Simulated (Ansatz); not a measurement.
Runs of Ansatz 0.2.0 on MnS. Symmetry: R-3m, No. 166, trigonal system. Conventional cell: a = 3.660 Å, b = 3.660 Å, c = 8.913 Å, α = 90.00°, β = 90.00°, γ = 120.00°. Mn (site symmetry -3m) has 6 S at 2.58 Å as nearest neighbours. S (site symmetry -3m) is surrounded by 6 Mn at 2.58 Å. The cell is a database's computed one.

```tsv
level	U	cell	smearing	hubbard projectors	double counting	gap on the mesh (eV)	pressure (GPa)	moment (μB)
PBE+D4+U	Mn d U = 2 eV	another cell of the same crystal, with 2 atoms	gaussian 0.01 eV	ortho-atomic (the default)	fll (the default)	none	1.7	4.98
PBE	-	as given	fermi-dirac 0.05 eV	-	-	none	-1.6	4.66
PBE	-	another cell of the same crystal, with 2 atoms	gaussian 0.1 eV	-	-	none	(a)	4.66
PBEsol	-	as given	gaussian 0.05 eV	-	-	none	-6.1	(b)
```

Alike in all rows: task single point; potentials or basis Ansatz PAW; spin collinear, ferromagnetic start; k mesh 9 × 9 × 9; cutoff (eV) 420.

Problem. Estimate the missing entries.

Solution. (a) -1.5; (b) 4.64.

Caveats: a cell with one magnetic atom can't hold antiferromagnetic order, which such compounds often take; semilocal functionals often make such compounds metallic where correlation or magnetic order opens a gap, which also shifts bond lengths (some runs); the magnetic or orbital state may not be the lowest (some runs); pairwise dispersion overbinds metals, which lowers pressure and volume (some runs); the PAW data sets come from PBE, with cores solved anew for the run's functional, which leaves a small shift of forces and pressure (some runs).

A k mesh can miss the band edges.

A gap of «none» marks a metal or a gap under the smearing width.

Not every run made on this cell is shown here.
